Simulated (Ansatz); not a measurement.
Born–Oppenheimer molecular dynamics of a periodic cell of 28 atoms, Mg2H2O3 (host Mg2H2O3, host structure P-3m1). It goes on from the last frame of an earlier run, with new velocities.

All numbers below come from DFT PBEsol, scalar-relativistic, plane waves, PAW in Ansatz 0.2.0. Settings: cutoff 420 eV, k mesh 2x2x1, fermi-dirac smearing 0.05 eV, no spin polarisation.

| Property | Result |
| --- | --- |
| ensemble | NVT, Nosé–Hoover chain |
| time step | 0.75 fs |
| steps asked | 150 |
| set temperature | 1170 K |
| thermostat | time constant 50 fs, chain length 3 |
| seed | 573099 |

Frames 1.5 fs apart, positions in Å, forces in eV/Å.

Velocities at 52.5 fs (Å/ps):

```
Mg -8.74 -2.57 -10.01
Mg 3.72 0.17 1.44
H -4.11 -15.28 20.82
H 35.70 23.74 2.49
O -1.67 0.24 -4.85
O -3.08 -3.67 -10.11
O -0.85 0.65 -7.47
Mg -0.92 -7.57 -5.21
Mg 2.89 6.88 4.93
H 27.89 -13.42 -12.03
H -31.87 -11.94 -14.60
O -5.92 0.89 -2.06
O -7.46 16.48 8.57
O 9.99 7.61 -0.89
Mg 2.89 -9.39 17.83
Mg -0.37 -10.30 -6.08
H 41.58 -82.90 -19.80
H -21.52 -33.91 -26.51
O -2.17 -5.21 3.80
O -1.30 3.16 13.87
O -7.18 3.67 7.89
Mg -0.55 3.59 -2.71
Mg 3.45 0.43 1.86
H -9.39 15.75 -8.95
H -25.59 -25.66 -25.11
O 10.28 2.51 -7.07
O -3.79 -1.99 0.01
O 8.74 13.21 0.48
```

```xyz
28
Lattice="-3.1159 -5.3968 0.0000 4.6738 -2.6984 0.0000 0.0000 0.0000 7.7871" Properties=species:S:1:pos:R:3:forces:R:3 time_fs=52.5 energy_less_start_eV=1.370 T=1009
Mg 1.524 -4.656 6.526 0.49 1.64 0.84
Mg -0.041 -3.444 1.129 0.16 0.31 0.33
H -0.395 -3.682 4.743 -0.01 0.24 -1.58
H 1.397 -4.428 3.074 -0.31 -0.25 -3.91
O 0.008 -3.536 5.596 0.38 -0.02 0.77
O 1.398 -4.503 1.989 1.35 0.48 4.11
O -0.134 -5.581 -0.143 0.64 2.00 1.13
Mg 0.039 -1.607 6.637 -0.28 -1.51 -0.61
Mg 3.039 -3.472 1.152 -0.42 -0.01 0.35
H 2.478 -3.093 4.837 0.65 -0.83 0.99
H -0.481 -1.735 3.006 0.47 -0.05 0.13
O 2.933 -3.642 5.549 0.32 1.01 -1.28
O 0.042 -1.567 2.202 -1.46 -0.70 0.76
O -1.579 -2.547 0.124 -0.14 -1.00 -1.14
Mg 3.231 -1.746 6.606 -1.74 -1.60 -1.02
Mg 1.529 -0.823 1.372 1.90 0.17 -0.34
H 1.033 -0.933 4.573 0.39 -0.14 -0.57
H 3.424 -1.984 3.402 0.46 -0.60 2.16
O 1.601 -0.970 5.357 -0.70 0.26 0.28
O 3.184 -1.684 2.558 -0.34 0.17 -3.89
O 1.575 -2.495 -0.106 -0.66 -0.73 1.54
Mg -1.382 -4.690 6.324 -1.00 0.73 0.95
Mg 1.619 -6.350 1.081 -0.65 0.92 1.02
H 1.175 -5.774 4.665 -0.11 -0.28 -0.72
H -1.859 -4.331 3.173 -0.50 0.19 0.49
O 1.477 -6.266 5.437 0.76 -0.90 0.21
O -1.100 -4.386 2.586 -1.08 -0.33 -1.22
O -0.134 0.025 -0.020 1.44 0.82 0.22
28
Lattice="-3.1159 -5.3968 0.0000 4.6738 -2.6984 0.0000 0.0000 0.0000 7.7871" Properties=species:S:1:pos:R:3:forces:R:3 time_fs=54.0 energy_less_start_eV=1.330 T=1032
Mg 1.511 -4.659 6.511 0.57 1.62 0.88
Mg -0.035 -3.444 1.132 0.03 0.32 0.25
H -0.403 -3.702 4.754 -0.26 0.16 -2.12
H 1.447 -4.396 3.036 -0.53 -0.42 -3.36
O 0.006 -3.536 5.589 0.66 0.09 1.25
O 1.394 -4.508 1.977 1.56 0.66 3.74
O -0.135 -5.579 -0.153 0.66 1.99 1.23
Mg 0.038 -1.619 6.629 -0.33 -1.30 -0.59
Mg 3.043 -3.462 1.159 -0.41 -0.10 0.16
H 2.525 -3.120 4.827 -0.01 -0.04 0.01
H -0.524 -1.754 2.986 0.47 -0.07 0.28
O 2.924 -3.640 5.545 1.00 0.21 -0.16
O 0.030 -1.543 2.216 -1.35 -0.74 0.66
O -1.565 -2.536 0.122 -0.19 -0.98 -1.10
Mg 3.235 -1.760 6.633 -1.76 -1.38 -1.46
Mg 1.529 -0.838 1.362 1.81 0.27 -0.33
H 1.099 -1.059 4.536 0.36 0.00 -0.48
H 3.398 -2.044 3.391 0.63 -0.97 2.67
O 1.597 -0.978 5.363 -0.58 0.23 0.34
O 3.182 -1.679 2.576 -0.50 0.57 -4.42
O 1.564 -2.490 -0.093 -0.54 -0.74 1.56
Mg -1.383 -4.684 6.320 -1.13 0.56 0.83
Mg 1.623 -6.349 1.085 -0.52 0.98 0.97
H 1.160 -5.755 4.646 0.24 -0.89 0.14
H -1.903 -4.368 3.140 -0.12 0.16 0.31
O 1.493 -6.262 5.426 0.25 -0.43 -0.52
O -1.107 -4.389 2.585 -1.40 -0.26 -1.02
O -0.120 0.045 -0.019 1.39 0.51 0.26
28
Lattice="-3.1159 -5.3968 0.0000 4.6738 -2.6984 0.0000 0.0000 0.0000 7.7871" Properties=species:S:1:pos:R:3:forces:R:3 time_fs=55.5 energy_less_start_eV=1.108 T=1103
Mg 1.498 -4.660 6.497 0.63 1.57 0.88
Mg -0.029 -3.443 1.134 -0.10 0.30 0.13
H -0.415 -3.719 4.723 0.38 0.40 -0.73
H 1.486 -4.372 2.929 -0.46 -0.21 -0.10
O 0.004 -3.535 5.584 0.01 -0.17 -0.15
O 1.393 -4.512 1.969 1.44 0.45 0.73
O -0.135 -5.573 -0.162 0.69 1.92 1.30
Mg 0.036 -1.632 6.620 -0.36 -1.12 -0.60
Mg 3.047 -3.452 1.167 -0.37 -0.19 -0.04
H 2.573 -3.149 4.817 -0.66 0.82 -1.26
H -0.557 -1.774 2.972 0.48 -0.09 0.37
O 2.917 -3.638 5.541 1.65 -0.65 1.26
O 0.016 -1.520 2.230 -1.20 -0.78 0.58
O -1.550 -2.527 0.118 -0.24 -0.94 -1.03
Mg 3.236 -1.777 6.658 -1.81 -1.11 -1.83
Mg 1.531 -0.854 1.353 1.66 0.37 -0.31
H 1.174 -1.185 4.491 0.75 0.37 0.61
H 3.384 -2.122 3.431 -0.03 0.37 -0.25
O 1.592 -0.986 5.369 -0.91 -0.05 -0.60
O 3.179 -1.674 2.589 0.18 -0.74 -1.49
O 1.552 -2.486 -0.078 -0.40 -0.74 1.55
Mg -1.385 -4.678 6.317 -1.22 0.43 0.67
Mg 1.628 -6.347 1.089 -0.38 1.04 0.89
H 1.151 -5.755 4.629 0.42 -1.15 0.51
H -1.948 -4.401 3.114 0.54 0.15 -0.03
O 1.510 -6.260 5.415 -0.07 -0.27 -0.77
O -1.115 -4.392 2.583 -1.97 -0.19 -0.64
O -0.104 0.067 -0.018 1.34 0.21 0.31
28
Lattice="-3.1159 -5.3968 0.0000 4.6738 -2.6984 0.0000 0.0000 0.0000 7.7871" Properties=species:S:1:pos:R:3:forces:R:3 time_fs=57.0 energy_less_start_eV=1.471 T=1018
Mg 1.486 -4.661 6.484 0.66 1.48 0.84
Mg -0.024 -3.442 1.137 -0.22 0.27 0.02
H -0.419 -3.728 4.676 0.98 0.63 0.73
H 1.516 -4.351 2.823 0.24 0.71 5.57
O 0.003 -3.535 5.579 -0.62 -0.44 -1.58
O 1.393 -4.516 1.962 0.67 -0.48 -4.70
O -0.134 -5.566 -0.169 0.71 1.80 1.34
Mg 0.034 -1.647 6.611 -0.37 -0.96 -0.62
Mg 3.051 -3.442 1.175 -0.30 -0.29 -0.21
H 2.608 -3.161 4.782 -0.51 0.61 -1.01
H -0.580 -1.796 2.965 0.52 -0.08 0.40
O 2.912 -3.637 5.539 1.52 -0.45 1.19
O 0.000 -1.497 2.245 -1.06 -0.82 0.51
O -1.535 -2.518 0.113 -0.28 -0.89 -0.95
Mg 3.237 -1.794 6.682 -1.86 -0.81 -2.13
Mg 1.534 -0.869 1.343 1.46 0.48 -0.25
H 1.265 -1.304 4.458 0.83 0.94 1.60
H 3.370 -2.193 3.469 -0.32 1.50 -2.08
O 1.587 -0.993 5.375 -0.96 -0.52 -1.46
O 3.176 -1.669 2.599 0.49 -1.83 0.36
O 1.539 -2.483 -0.061 -0.25 -0.74 1.52
Mg -1.389 -4.671 6.315 -1.26 0.33 0.50
Mg 1.632 -6.344 1.094 -0.26 1.11 0.80
H 1.150 -5.779 4.623 0.29 -0.92 0.17
H -1.983 -4.431 3.087 0.85 0.15 -0.10
O 1.526 -6.258 5.402 -0.05 -0.55 -0.30
O -1.126 -4.396 2.580 -2.18 -0.15 -0.51
O -0.086 0.088 -0.016 1.28 -0.08 0.36
28
Lattice="-3.1159 -5.3968 0.0000 4.6738 -2.6984 0.0000 0.0000 0.0000 7.7871" Properties=species:S:1:pos:R:3:forces:R:3 time_fs=58.5 energy_less_start_eV=1.390 T=1049
Mg 1.475 -4.660 6.471 0.68 1.36 0.79
Mg -0.018 -3.441 1.140 -0.38 0.24 -0.03
H -0.402 -3.723 4.642 1.07 0.64 1.25
H 1.550 -4.316 2.825 0.07 0.39 3.58
O 0.001 -3.535 5.571 -0.74 -0.50 -2.04
O 1.394 -4.520 1.950 0.82 -0.14 -2.54
O -0.132 -5.556 -0.175 0.74 1.62 1.34
Mg 0.031 -1.662 6.601 -0.36 -0.83 -0.62
Mg 3.054 -3.432 1.183 -0.24 -0.42 -0.30
H 2.632 -3.162 4.727 0.06 -0.31 0.51
H -0.592 -1.820 2.967 0.58 -0.05 0.37
O 2.909 -3.636 5.538 0.95 0.46 -0.17
O -0.017 -1.476 2.261 -0.92 -0.85 0.42
O -1.521 -2.511 0.107 -0.32 -0.83 -0.90
Mg 3.236 -1.812 6.704 -1.91 -0.49 -2.36
Mg 1.539 -0.883 1.333 1.24 0.60 -0.14
H 1.374 -1.403 4.458 0.49 1.33 1.79
H 3.350 -2.234 3.463 -0.20 1.68 -2.19
O 1.579 -1.001 5.378 -0.62 -0.79 -1.53
O 3.174 -1.667 2.610 0.37 -1.99 0.49
O 1.526 -2.481 -0.041 -0.08 -0.73 1.42
Mg -1.393 -4.664 6.313 -1.29 0.23 0.35
Mg 1.636 -6.340 1.099 -0.12 1.13 0.74
H 1.154 -5.822 4.619 -0.11 -0.42 -0.67
H -2.001 -4.458 3.059 0.59 0.13 0.16
O 1.542 -6.256 5.390 0.25 -1.06 0.66
O -1.140 -4.400 2.576 -1.81 -0.08 -0.76
O -0.066 0.110 -0.014 1.19 -0.35 0.38
28
Lattice="-3.1159 -5.3968 0.0000 4.6738 -2.6984 0.0000 0.0000 0.0000 7.7871" Properties=species:S:1:pos:R:3:forces:R:3 time_fs=60.0 energy_less_start_eV=1.200 T=1115
Mg 1.464 -4.658 6.459 0.69 1.21 0.73
Mg -0.013 -3.440 1.142 -0.55 0.22 -0.02
H -0.363 -3.704 4.634 0.69 0.46 0.72
H 1.585 -4.274 2.900 -0.81 -0.84 -1.49
O -0.002 -3.537 5.561 -0.40 -0.35 -1.45
O 1.397 -4.525 1.934 1.68 1.13 2.61
O -0.129 -5.543 -0.178 0.77 1.41 1.29
Mg 0.028 -1.678 6.590 -0.35 -0.71 -0.59
Mg 3.057 -3.422 1.190 -0.20 -0.60 -0.32
H 2.658 -3.168 4.681 0.38 -0.84 1.47
H -0.591 -1.845 2.978 0.61 0.00 0.32
O 2.907 -3.635 5.537 0.66 0.97 -1.01
O -0.036 -1.455 2.278 -0.77 -0.86 0.32
O -1.507 -2.505 0.099 -0.35 -0.77 -0.87
Mg 3.233 -1.830 6.723 -1.92 -0.16 -2.50
Mg 1.545 -0.898 1.322 1.01 0.76 0.04
H 1.494 -1.475 4.496 0.02 1.22 1.05
H 3.325 -2.240 3.413 0.20 0.72 -0.73
O 1.571 -1.011 5.380 -0.18 -0.56 -0.68
O 3.172 -1.667 2.621 -0.04 -1.02 -0.97
O 1.513 -2.480 -0.020 0.11 -0.72 1.26
Mg -1.399 -4.657 6.311 -1.30 0.13 0.24
Mg 1.640 -6.335 1.106 0.02 1.11 0.70
H 1.157 -5.875 4.601 -0.35 -0.17 -1.14
H -2.007 -4.483 3.034 -0.07 0.06 0.62
O 1.559 -6.256 5.378 0.43 -1.26 1.27
O -1.157 -4.404 2.571 -1.05 0.02 -1.24
O -0.044 0.131 -0.011 1.07 -0.58 0.36
28
Lattice="-3.1159 -5.3968 0.0000 4.6738 -2.6984 0.0000 0.0000 0.0000 7.7871" Properties=species:S:1:pos:R:3:forces:R:3 time_fs=61.5 energy_less_start_eV=1.358 T=1086
Mg 1.454 -4.654 6.448 0.70 1.02 0.65
Mg -0.008 -3.438 1.145 -0.71 0.16 -0.01
H -0.309 -3.675 4.640 0.05 0.16 -0.74
H 1.604 -4.249 2.949 -1.10 -1.34 -3.24
O -0.006 -3.538 5.549 0.21 -0.08 0.12
O 1.401 -4.528 1.921 1.95 1.69 4.45
O -0.124 -5.529 -0.180 0.79 1.18 1.22
Mg 0.025 -1.695 6.579 -0.33 -0.61 -0.56
Mg 3.060 -3.413 1.197 -0.16 -0.79 -0.31
H 2.691 -3.192 4.666 0.34 -0.70 1.22
H -0.578 -1.871 2.995 0.59 0.04 0.28
O 2.906 -3.632 5.534 0.72 0.85 -0.69
O -0.056 -1.436 2.295 -0.59 -0.86 0.20
O -1.494 -2.500 0.090 -0.38 -0.70 -0.84
Mg 3.228 -1.849 6.741 -1.89 0.16 -2.53
Mg 1.552 -0.911 1.312 0.80 0.96 0.24
H 1.616 -1.522 4.555 -0.20 0.59 -0.28
H 3.306 -2.233 3.349 0.77 -1.44 2.04
O 1.563 -1.021 5.381 0.01 0.17 0.73
O 3.171 -1.668 2.631 -0.63 1.16 -3.71
O 1.500 -2.480 0.003 0.30 -0.71 1.04
Mg -1.406 -4.649 6.310 -1.29 0.03 0.16
Mg 1.644 -6.329 1.113 0.15 1.06 0.66
H 1.153 -5.932 4.561 -0.04 -0.42 -0.52
H -2.014 -4.506 3.022 -0.49 -0.01 0.90
O 1.577 -6.257 5.367 0.05 -0.93 0.78
O -1.175 -4.409 2.565 -0.52 0.12 -1.58
O -0.021 0.152 -0.008 0.90 -0.78 0.32
28
Lattice="-3.1159 -5.3968 0.0000 4.6738 -2.6984 0.0000 0.0000 0.0000 7.7871" Properties=species:S:1:pos:R:3:forces:R:3 time_fs=63.0 energy_less_start_eV=1.302 T=1115
Mg 1.444 -4.650 6.437 0.71 0.82 0.56
Mg -0.004 -3.436 1.148 -0.85 0.08 -0.03
H -0.254 -3.643 4.631 -0.32 -0.02 -1.80
H 1.600 -4.252 2.931 -1.00 -1.30 -2.96
O -0.009 -3.539 5.537 0.53 0.06 1.30
O 1.409 -4.529 1.914 1.79 1.71 4.28
O -0.119 -5.513 -0.180 0.80 0.93 1.13
Mg 0.022 -1.713 6.568 -0.31 -0.52 -0.52
Mg 3.063 -3.404 1.204 -0.12 -0.95 -0.30
H 2.732 -3.230 4.675 0.03 -0.03 -0.26
H -0.551 -1.896 3.018 0.54 0.09 0.23
O 2.906 -3.628 5.531 1.02 0.19 0.84
O -0.077 -1.417 2.313 -0.39 -0.87 0.11
O -1.481 -2.496 0.080 -0.41 -0.62 -0.78
Mg 3.221 -1.868 6.757 -1.79 0.46 -2.47
Mg 1.559 -0.924 1.301 0.58 1.20 0.43
H 1.735 -1.556 4.610 -0.14 0.15 -0.98
H 3.302 -2.254 3.325 0.89 -1.97 2.42
O 1.555 -1.031 5.383 -0.11 0.67 1.45
O 3.168 -1.669 2.636 -0.73 1.72 -4.05
O 1.487 -2.481 0.028 0.49 -0.71 0.79
Mg -1.414 -4.642 6.309 -1.24 -0.05 0.10
Mg 1.648 -6.322 1.121 0.28 1.01 0.61
H 1.148 -5.999 4.509 0.48 -0.66 0.55
H -2.030 -4.530 3.029 -0.12 0.00 0.72
O 1.594 -6.260 5.357 -0.55 -0.57 -0.18
O -1.194 -4.413 2.556 -0.76 0.14 -1.45
O 0.003 0.171 -0.004 0.68 -0.95 0.25
```

Of the whole run (112 fs, mean temperature of the second half 1170 K): The conserved energy stayed within 0.88 meV per atom of its start (net change -0.08 meV per atom), so there is no drift, though single steps change it by up to 21 meV in the whole system, a sign of fast motions only just resolved. A run of 0.11 ps of so small a system gives no equilibrium averages. Limits of this set-up: coarse k mesh.

Time of the run: 11 min on 1 thread of Arm Neoverse V2, on a shared host, peak memory 0.56 GiB.
